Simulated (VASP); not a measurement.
# H₂O₂: training a force field on the fly

H₂O₂, molecule in box, 4 atoms in the cell. PBE, machine-learned force field trained on the fly; PAW potentials O, H (PBE set).

## Input

INCAR.step1:
```
ALGO = Fast
ANDERSEN_PROB = 0.1
EDIFF = 1E-5
ENCUT = 400
IBRION = 0
ISIF = 2
ISMEAR = 0
ISYM = 0
LCHARG = F
LREAL = F
LWAVE = F
MDALGO = 1
ML_CTIFOR = 1E-6
ML_ICRITERIA = 0
ML_LMLFF = T
ML_MODE = train
ML_NMDINT = 1
ML_WTSIF = 1E-10
NELM = 100
NELMIN = 4
NSW = 160
POTIM = 0.7
PREC = Normal
RANDOM_SEED = 855985 0 0
SIGMA = 0.05
TEBEG = 300
```

INCAR.step2:
```
ALGO = Fast
EDIFF = 1E-5
ENCUT = 400
IBRION = 0
ISIF = 2
ISMEAR = 0
ISYM = 0
LANGEVIN_GAMMA = 10 10
LCHARG = F
LREAL = F
LWAVE = F
MDALGO = 3
ML_CTIFOR = 0.02
ML_LMLFF = T
ML_MODE = train
ML_NMDINT = 2
ML_WTSIF = 1E-10
NELM = 100
NELMIN = 4
NSW = 2000
POTIM = 0.7
PREC = Normal
RANDOM_SEED = 783615 0 0
SIGMA = 0.05
TEBEG = 180
TEEND = 375
```

INCAR.step3:
```
ALGO = Fast
EDIFF = 1E-5
ENCUT = 400
ISMEAR = 0
ISYM = 0
LCHARG = F
LREAL = F
LWAVE = F
ML_LMLFF = T
ML_MODE = refit
ML_WTSIF = 1E-10
NELM = 100
NELMIN = 4
PREC = Normal
SIGMA = 0.05
```

INCAR.step4:
```
ENCUT = 400
IBRION = -1
ISMEAR = 0
ISYM = 0
LCHARG = F
LWAVE = F
ML_LMLFF = T
ML_MODE = run
NSW = 0
NWRITE = 2
PREC = Normal
SIGMA = 0.05
```

INCAR.step5:
```
ALGO = Fast
EDIFF = 1E-5
ENCUT = 400
ISMEAR = 0
ISYM = 0
LCHARG = F
LREAL = F
LWAVE = F
NELM = 100
NELMIN = 4
PREC = Normal
SIGMA = 0.05
```

INCAR.step6:
```
EDIFFG = -2E-4
ENCUT = 400
IBRION = 2
ISIF = 2
ISMEAR = 0
ISYM = 0
LCHARG = F
LWAVE = F
ML_LMLFF = T
ML_MODE = run
NSW = 300
NWRITE = 0
PREC = Normal
SIGMA = 0.05
```

KPOINTS:
```
k-points
0
Gamma
  1 1 1
```

POSCAR.step1:
```
HO
1.0
    7.0000000000      0.0000000000      0.0000000000
    0.0000000000      8.5000000000      0.0000000000
    0.0000000000      0.0000000000      7.5000000000
O H
2 2
Direct
    0.4472214300      0.4402941100      0.5199133300
    0.5236642900      0.5943529400      0.5434199900
    0.5433928600      0.3772470600      0.5781533300
    0.5527785700      0.6227529400      0.4218466700
```

Commands (each step's output is kept before the next begins):
```
cat potpaw_PBE.64/O/POTCAR potpaw_PBE.64/H/POTCAR > POTCAR
cp INCAR.step1 INCAR
cp POSCAR.step1 POSCAR
mpirun -np 4 vasp_gam > vasp.out
cp ML_ABN ../ML_AB
cp CONTCAR POSCAR
cp ../ML_AB ML_AB
cp INCAR.step2 INCAR
mpirun -np 4 vasp_gam > vasp.out
cp ML_ABN ../ML_AB
cp CONTCAR POSCAR
cp ../ML_AB ML_AB
cp INCAR.step3 INCAR
mpirun -np 4 vasp_gam > vasp.out
cp ML_FFN ../ML_FF
cp ../ML_FF ML_FF
rm ML_AB
cp INCAR.step4 INCAR
mpirun -np 4 vasp_gam > vasp.out
cp INCAR.step5 INCAR
mpirun -np 4 vasp_gam > vasp.out
cp INCAR.step6 INCAR
mpirun -np 4 vasp_gam > vasp.out
cp CONTCAR ../POSCAR.min
cp CONTCAR POSCAR
cp INCAR.step5 INCAR
mpirun -np 4 vasp_gam > vasp.out
cp INCAR.step4 INCAR
mpirun -np 4 vasp_gam > vasp.out
```

## Result

- Force error of the fit (eV/Å): 0.006
- Energy error of the fit (eV/atom): 0.0001

The training runs are MD at 180 to 375 K, 1.5 ps in all.

Between the relaxed minimum and a frame of the training run, the force field gives 0.137 eV and DFT 0.108 eV.

ML_LOGFILE.step1:
```
# STATUS This line describes the overall status of each step.
# STATUS
# STATUS nstep ..... MD time step or input structure counter
# STATUS state ..... One-word description of step action
# STATUS             - "accurate"  (1) : Errors are low, force field is used
# STATUS             - "threshold" (2) : Errors exceeded threshold, structure is sampled from ab initio
# STATUS             - "learning"  (3) : Stored configurations are used for training force field
# STATUS             - "critical"  (4) : Errors are high, ab initio sampling and learning is enforced
# STATUS             - "predict"   (5) : Force field is used in prediction mode only, no error checking
# STATUS             - "predfast"  (6) : Prediction mode only, no error checking, no error estimates
# STATUS             - "interval"  (7) : Errors exceeded threshold, but too close to last sampling (ML_NMDINT)
# STATUS is ........ Integer representation of above one-word description (integer in parenthesis)
# STATUS doabin .... Perform ab initio calculation (T/F)
# STATUS iff ....... Force field available (T/F, False after startup hints to possible convergence problems)
[... 34 lines left out ...]
BEEF                  157   6.80296936E-06   4.31993336E-03   2.08174040E-03   1.00000000E-06   1.16049212E-01   6.12266662E-02
BEEF                  158   8.14143720E-06   5.75443377E-03   2.76547514E-03   1.00000000E-06   1.15687751E-01   6.13518112E-02
BEEF                  159   9.99401214E-06   6.96053157E-03   3.35162042E-03   1.00000000E-06   1.14451467E-01   6.09731434E-02
BEEF                  160   1.19946637E-05   7.65054372E-03   3.78686949E-03   1.00000000E-06   1.12734415E-01   6.06862265E-02
ERR                   157   1.13201155E-04   1.53530033E-02   3.79042717E+00
ERR                   158   1.14701804E-04   1.54059471E-02   3.74747348E+00
ERR                   159   1.13583151E-04   1.54620046E-02   3.72116234E+00
ERR                   160   1.12928783E-04   1.54260870E-02   3.72526032E+00
```

ML_LOGFILE.step2:
```
# STATUS This line describes the overall status of each step.
# STATUS
# STATUS nstep ..... MD time step or input structure counter
# STATUS state ..... One-word description of step action
# STATUS             - "accurate"  (1) : Errors are low, force field is used
# STATUS             - "threshold" (2) : Errors exceeded threshold, structure is sampled from ab initio
# STATUS             - "learning"  (3) : Stored configurations are used for training force field
# STATUS             - "critical"  (4) : Errors are high, ab initio sampling and learning is enforced
# STATUS             - "predict"   (5) : Force field is used in prediction mode only, no error checking
# STATUS             - "predfast"  (6) : Prediction mode only, no error checking, no error estimates
# STATUS             - "interval"  (7) : Errors exceeded threshold, but too close to last sampling (ML_NMDINT)
# STATUS is ........ Integer representation of above one-word description (integer in parenthesis)
# STATUS doabin .... Perform ab initio calculation (T/F)
# STATUS iff ....... Force field available (T/F, False after startup hints to possible convergence problems)
[... 34 lines left out ...]
BEEF                 1997   4.04849240E-05   7.34935852E-03   3.69603385E-03   2.00000000E-02   1.29734137E-01   7.03066831E-02
BEEF                 1998   4.33083442E-05   8.38968329E-03   4.18762195E-03   2.00000000E-02   1.31007029E-01   7.14373741E-02
BEEF                 1999   4.57617992E-05   9.33861083E-03   4.64164825E-03   2.00000000E-02   1.31581481E-01   7.22457801E-02
BEEF                 2000   4.27571604E-05   9.26021648E-03   4.59271015E-03   2.00000000E-02   1.15253820E-01   6.57026195E-02
ERR                  1203   1.09143599E-04   1.44778143E-02   3.50684623E+00
ERR                  1396   1.14487078E-04   1.47094304E-02   3.49308122E+00
ERR                  1487   1.45595677E-04   1.46446776E-02   3.74875649E+00
ERR                  2000   1.60420231E-04   1.49022461E-02   3.52048893E+00
```

ML_LOGFILE.step3:
```
# STATUS This line describes the overall status of each step.
# STATUS
# STATUS nstep ..... MD time step or input structure counter
# STATUS state ..... One-word description of step action
# STATUS             - "accurate"  (1) : Errors are low, force field is used
# STATUS             - "threshold" (2) : Errors exceeded threshold, structure is sampled from ab initio
# STATUS             - "learning"  (3) : Stored configurations are used for training force field
# STATUS             - "critical"  (4) : Errors are high, ab initio sampling and learning is enforced
# STATUS             - "predict"   (5) : Force field is used in prediction mode only, no error checking
# STATUS             - "predfast"  (6) : Prediction mode only, no error checking, no error estimates
# STATUS             - "interval"  (7) : Errors exceeded threshold, but too close to last sampling (ML_NMDINT)
# STATUS is ........ Integer representation of above one-word description (integer in parenthesis)
# STATUS doabin .... Perform ab initio calculation (T/F)
# STATUS iff ....... Force field available (T/F, False after startup hints to possible convergence problems)
[... 19 lines left out ...]
# BEEF bee_max_stress ... Bayesian error estimate of stresses (max) (kB)
# BEEF bee_ave_stress ... Bayesian error estimate of stresses (average) (kB)
# BEEF              nstep       bee_energy    bee_max_force    bee_ave_force        threshold   bee_max_stress   bee_ave_stress
# BEEF                  2                3                4                5                6                7                8
# SPRSC This line shows the results of sparsification regarding the number
# SPRSC of reference structures and local reference configurations.
# SPRSC
STATUS                  0  learning  3      T      F         0         0
STATUS                  1  accurate  1      F      T         1         1
SPRSC                   0       189       189 O         96        96 H         92        92
ERR                     0   6.76307206E-05   5.69071672E-03   3.68184613E+00
```

Limits: the nuclei move classically.

VASP 6.6.1 took 164 s on 4 cores (Intel Xeon Platinum 8488C (Sapphire Rapids)), a shared host.
